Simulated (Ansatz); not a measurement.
# CHF3 (trifluoromethane): levels of theory compared

Aim: a comparison of 6 runs (UHF/STO-3G, UB3LYP/STO-3G, UPBE0/STO-3G, wB97X/STO-3G, CCSDT(Q)/STO-3G, FCI/STO-3G) of CHF3 (trifluoromethane). 

The results are computed with Ansatz 0.2.0.

55 further runs of the same task are left out: 7 that didn't finish, 48 set aside as unsound or not needed.

### Step 1. The system as given

CHF3 has 5 atoms, charge 0, and is taken as a singlet. As SMILES, `FC(F)F`. The C2–F1 distance was set to 3.319 Å, away from the relaxed value. At this shape a bond of the SMILES string is far longer than usual.

Bond lengths: C2–F3 1.328 Å, C2–F4 1.328 Å, C2–H5 1.104 Å. Angles: F3–C2–F4 108.4°, F3–C2–H5 110.5°, F4–C2–H5 110.5°.

### Step 2. A single-point energy at UHF/STO-3G (run 1)

in.yaml

```yaml
crystal:
  periodic: [false, false, false]
  atoms:
    - {symbol: F, position_ang: [-1.697610, -0.912896, 2.677465]}
    - {symbol: C, position_ang: [0.018950, 0.054610, 0.006800]}
    - {symbol: F, position_ang: [1.042420, -0.774930, -0.157420]}
    - {symbol: F, position_ang: [-0.771270, -0.038770, -1.056390]}
    - {symbol: H, position_ang: [0.377570, 1.091490, 0.131950]}
basis:
  gaussian:
    orbitals: STO-3G
hamiltonian:
  xc: hf
magnetization:
  spin_polarized: true
accuracy: high
```

Launch:

```bash
$ ansatz run in.yaml --threads 1 --pin off --max-ram 2610MiB --events-out events.jsonl --progress --plain --runs-dir runs
```

What it wrote:

```text
Warning: RAYON_NUM_THREADS=1 ignored (pool sized by the plan → 1); use --threads N
Functional definition: HF
  name "HF"
  exchange = exact_x
  correlation = 0
353 factors; integrals over basis functions are off by at most 4.2e-8 eV
mean field evaluation 1: about -9015.1703 eV, gradient 2.5e1 eV
mean field evaluation 2: about -9015.2563 eV, gradient 2.5e1 eV
mean field evaluation 4: about -9019.2083 eV, gradient 8.4e0 eV
mean field evaluation 8: about -9019.2696 eV, gradient 8.1e0 eV
mean field evaluation 16: about -9025.7241 eV, gradient 3.1e-1 eV
mean field evaluation 32: about -9033.7705 eV, gradient 5.9e-4 eV
mean field evaluation 64: about -9033.7251 eV, gradient 2.1e0 eV
mean field evaluation 96: about -9033.7706 eV, gradient 7.9e-3 eV
mean field evaluation 128: about -9033.7686 eV, gradient 9.2e-4 eV
mean field evaluation 160: about -9033.7703 eV, gradient 1.3e-3 eV
mean field evaluation 192: about -9033.7710 eV, gradient 2.0e-3 eV
mean field evaluation 224: about -9027.6155 eV, gradient 6.0e0 eV
mean field evaluation 256: about -9021.4223 eV, gradient 1.4e1 eV
mean field evaluation 288: about -9033.7705 eV, gradient 7.1e-2 eV
mean field -9033.77106350 eV, -331.9849632737 hartree, gradient 2.2e-8 eV, S^2 1.004398; 6 other end points of the search recorded, 0 dependent functions left out
reference -9033.77106350 eV, -331.9849632737 hartree; 17, 17 occupied and 4, 4 virtual orbitals, 353 factors
Total energy: -9033.77106350 eV, -331.9849632737 hartree
```

Wall time 1 s (1 thread of Arm Neoverse V1, shared host).

### Step 3. A single-point energy at UB3LYP/STO-3G (run 2)

input.yaml

```yaml
basis:
  gaussian:
    orbitals: STO-3G
crystal:
  periodic: [false, false, false]
  atoms:
    - {symbol: F, position_ang: [-1.697610, -0.912896, 2.677465]}
    - {symbol: C, position_ang: [0.018950, 0.054610, 0.006800]}
    - {symbol: F, position_ang: [1.042420, -0.774930, -0.157420]}
    - {symbol: F, position_ang: [-0.771270, -0.038770, -1.056390]}
    - {symbol: H, position_ang: [0.377570, 1.091490, 0.131950]}
magnetization:
  spin_polarized: true
hamiltonian:
  xc: {name: B3LYP}
accuracy: high
```

Launch:

```bash
$ ansatz run input.yaml --threads 1 --pin off --max-ram 2610MiB --events-out events.jsonl --progress --plain --runs-dir runs
```

What it wrote:

```text
Warning: RAYON_NUM_THREADS=1 ignored (pool sized by the plan → 1); use --threads N
Functional definition: B3LYP
  name "B3LYP"
  parameter a0 = 0.2
  parameter ax = 0.72
  parameter ac = 0.81
  exchange = (1 - a0 - ax)*slater_x + ax*b88_x + a0*exact_x
  correlation = (1 - ac)*vwn_rpa_c + ac*lyp_c
353 factors; integrals over basis functions are off by at most 4.2e-8 eV
mean field evaluation 1: about -9052.9991 eV, gradient 1.5e1 eV
mean field evaluation 2: about -8629.2092 eV, gradient 4.5e1 eV
mean field evaluation 4: about -9058.3943 eV, gradient 1.7e1 eV
mean field evaluation 8: about -9058.3723 eV, gradient 1.7e1 eV
mean field evaluation 16: about -9066.5219 eV, gradient 1.4e0 eV
mean field evaluation 32: about -9066.6318 eV, gradient 1.4e-7 eV
mean field evaluation 64: about -9066.6282 eV, gradient 3.0e-2 eV
mean field -9066.63180277 eV, -333.1925731681 hartree, gradient 2.0e-8 eV, S^2 0.994978; 6 other end points of the search recorded, 0 dependent functions left out
reference -9066.63182316 eV, -333.1925739172 hartree; 17, 17 occupied and 4, 4 virtual orbitals, 353 factors
Total energy: -9066.63182316 eV, -333.1925739172 hartree
```

It took 9.9 s on 1 thread of Arm Neoverse V1, shared host; peak memory 0.13 GiB.

Runs 3 to 4 aren't shown in full; the table further down has their settings and results.

### Step 4. The energy at CCSDT(Q)/STO-3G (run 5)

job.yaml

```yaml
crystal:
  periodic: [false, false, false]
  atoms:
    - {symbol: F, position_ang: [-1.697610, -0.912896, 2.677465]}
    - {symbol: C, position_ang: [0.018950, 0.054610, 0.006800]}
    - {symbol: F, position_ang: [1.042420, -0.774930, -0.157420]}
    - {symbol: F, position_ang: [-0.771270, -0.038770, -1.056390]}
    - {symbol: H, position_ang: [0.377570, 1.091490, 0.131950]}
basis:
  gaussian: {orbitals: STO-3G}
scf: {omitted_lower_state_checks: [cluster_reference, increment]}
correlation: {method: ccsdt_q, frozen_orbitals: {C: 1, F: 1, H: 0}}
accuracy: high
```

Launch:

```bash
$ ansatz run job.yaml --threads 1 --pin off --max-ram 2610MiB --events-out events.jsonl --progress --plain --runs-dir runs
```

What it wrote:

```text
Warning: RAYON_NUM_THREADS=1 ignored (pool sized by the plan → 1); use --threads N
[... 13 lines left out ...]
4 core orbitals not correlated: weight in the atoms' cores, before any rotation towards them, 1.000 or more for the frozen orbitals, at most 0.000 for the correlated occupied ones
[... 84 lines left out ...]
WARN: these amplitudes may be one of several solutions (largest doubles amplitude 0.97, level shift 19.57 eV)
Total energy: -9036.51093133 eV, -332.0856515592 hartree
Checks for a lower state left out: cluster_reference, increment
```

It took 1.9 s on 1 thread of Arm Neoverse V1, shared host.

### Step 5. The energy at FCI/STO-3G (run 6)

run.yaml

```yaml
crystal:
  periodic: [false, false, false]
  atoms:
    - {symbol: F, position_ang: [-1.697610, -0.912896, 2.677465]}
    - {symbol: C, position_ang: [0.018950, 0.054610, 0.006800]}
    - {symbol: F, position_ang: [1.042420, -0.774930, -0.157420]}
    - {symbol: F, position_ang: [-0.771270, -0.038770, -1.056390]}
    - {symbol: H, position_ang: [0.377570, 1.091490, 0.131950]}
basis:
  gaussian: {orbitals: STO-3G}
magnetization: {spin_polarized: false}
correlation: {method: fci, frozen_orbitals: {C: 1, F: 1, H: 0}}
accuracy: high
```

Launch:

```bash
$ ansatz run run.yaml --threads 1 --pin off --max-ram 2610MiB --events-out events.jsonl --progress --plain --runs-dir runs
```

What it wrote, cut to the lines that bear on the results:

```text
Warning: RAYON_NUM_THREADS=1 ignored (pool sized by the plan → 1); use --threads N
Functional definition: HF
  name "HF"
[...]
353 factors; integrals over basis functions are off by at most 4.2e-8 eV
[...]
mean field -9025.72312532 eV, -331.6892070005 hartree, gradient 2.9e-8 eV, S^2 0.000000; 3 other end points of the search recorded, 0 dependent functions left out; unrestricted orbitals would lower it
[...]
unrestricted determinant -9033.77105565 eV, -331.9849629850 hartree, S^2 1.0044
4 core orbitals not correlated: weight in the atoms' cores, before any rotation towards them, 1.000 or more for the frozen orbitals, at most 0.000 for the correlated occupied ones
reference -9025.72312532 eV, -331.6892070005 hartree; 13, 13 occupied and 4, 4 virtual orbitals, 353 factors
state -9036.49552681 eV, -332.0850854537 hartree
Total energy: -9036.49552681 eV, -332.0850854537 hartree
```

Run time: 67 s. Hardware: 1 thread of Arm Neoverse V1, shared host; peak memory 0.86 GiB.

### Step 6. Overview of the runs

| run | level | frozen core orbitals | energy (Eh) | wall time |
| --- | --- | --- | --- | --- |
| 1 | UHF/STO-3G | – | -331.984963 | 1 s |
| 2 | UB3LYP/STO-3G | – | -333.192574 | 9.9 s |
| 3 | UPBE0/STO-3G | – | -332.944835 | 10 s |
| 4 | wB97X/STO-3G | – | -333.059577 | 7.8 s |
| 5 | CCSDT(Q)/STO-3G | 4 | -332.085652 | 1.9 s |
| 6 | FCI/STO-3G | 4 | -332.085085 | 67 s |

### Step 7. What came out

| quantity | value |
| --- | --- |
| run 6: total energy | -332.08509 Eh |
| run 6: correlation energy (4 core orbitals frozen) | -395.9 mEh |

**Reading.** Against full CI in this basis: UHF +100.1 mEh; CCSDT(Q) -0.6 mEh. Totals of different functionals can't be ranked against each other. In run 5 the log says that unrestricted orbitals would lower the reference, so the values rest on an unstable closed-shell determinant (other closed-shell runs at this shape may share the fault). In runs 1, 2, 3, 4, 5, 6 the basis is minimal, so the values are rough. In run 4 a closed-shell determinant meets a far-stretched bond, which it describes badly. Spin contamination of the reference: run 1 ⟨S²⟩ = 1.00, run 3 ⟨S²⟩ = 1.00, run 2 ⟨S²⟩ = 0.99. Where it is this large, the reference is a mixture of spin states, and values that rest on it are in doubt. All runs together took 97 s, the longest 67 s.
